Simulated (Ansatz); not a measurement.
Reaction (formal exchange of groups at a C–C bond): `CCC(C)C` + `CC[Si]C` → `CC[Si]CC` + `CC(C)C`

Gas-phase electronic energies from Ansatz, PBE0-D4/def2-TZVP geometries. CCSD(T)/CBS is the MP2 limit (def2-TZVPP, def2-QZVPP) plus CCSD(T) − MP2 in def2-TZVPP, frozen cores. DFT in def2-TZVPP. B3LYP here is the variant with VWN-RPA as its local correlation; programs differ in this. HSE06 is defined as in plane-wave codes. Each species was taken in one conformer, which may not be the lowest.

```json
{"level": "revPBE-D4", "ΔE (kcal/mol)": "2.1", "difference from CCSD(T)/CBS": "-0.7"}
{"level": "HSE06-D4", "ΔE (kcal/mol)": "2.6", "difference from CCSD(T)/CBS": "-0.2"}
{"level": "BHLYP-D4", "ΔE (kcal/mol)": "2.6", "difference from CCSD(T)/CBS": "-0.2"}
{"level": "B2PLYP", "ΔE (kcal/mol)": "2.8", "difference from CCSD(T)/CBS": "0.0"}
{"level": "PBE-QIDH", "ΔE (kcal/mol)": "2.7", "difference from CCSD(T)/CBS": "-0.1"}
{"level": "revPBE", "ΔE (kcal/mol)": "2.6", "difference from CCSD(T)/CBS": "-0.2"}
{"level": "r2SCAN", "ΔE (kcal/mol)": "2.9", "difference from CCSD(T)/CBS": "0.1"}
{"level": "PBE0", "ΔE (kcal/mol)": "2.8", "difference from CCSD(T)/CBS": "0.0"}
{"level": "B3LYP", "ΔE (kcal/mol)": "2.9", "difference from CCSD(T)/CBS": "0.1"}
{"level": "BHLYP", "ΔE (kcal/mol)": "3.1", "difference from CCSD(T)/CBS": "0.3"}
{"level": "LC-ωPBE", "ΔE (kcal/mol)": "2.9", "difference from CCSD(T)/CBS": "0.1"}
{"level": "SCS-MP2/def2-TZVPP", "ΔE (kcal/mol)": "2.6", "difference from CCSD(T)/CBS": "-0.2"}
{"level": "CCSD(T)/def2-TZVPP", "ΔE (kcal/mol)": "2.7", "difference from CCSD(T)/CBS": "-0.1"}
{"level": "SCS-MP2/def2-QZVPP", "ΔE (kcal/mol)": "2.6", "difference from CCSD(T)/CBS": "-0.2"}
{"level": "HF/CBS(def2)", "ΔE (kcal/mol)": "3.2", "difference from CCSD(T)/CBS": "0.4"}
{"level": "CCSD/CBS(def2)", "ΔE (kcal/mol)": "2.9", "difference from CCSD(T)/CBS": "0.1"}
{"level": "CCSD(T)/CBS", "ΔE (kcal/mol)": "2.8", "difference from CCSD(T)/CBS": "0"}
```

Largest T1 diagnostic among the species: 0.011.

Leaving LDA and LC-ωPBE aside and taking each functional with its dispersion term where it has one, the values, not all of them listed here, spread over 1.1 kcal/mol, from revPBE-D4 to B97M-V.

CCSD(T)/CBS has its own doubt, a few kJ/mol and more with outer-core shells, so smaller differences from it don't rank the levels.
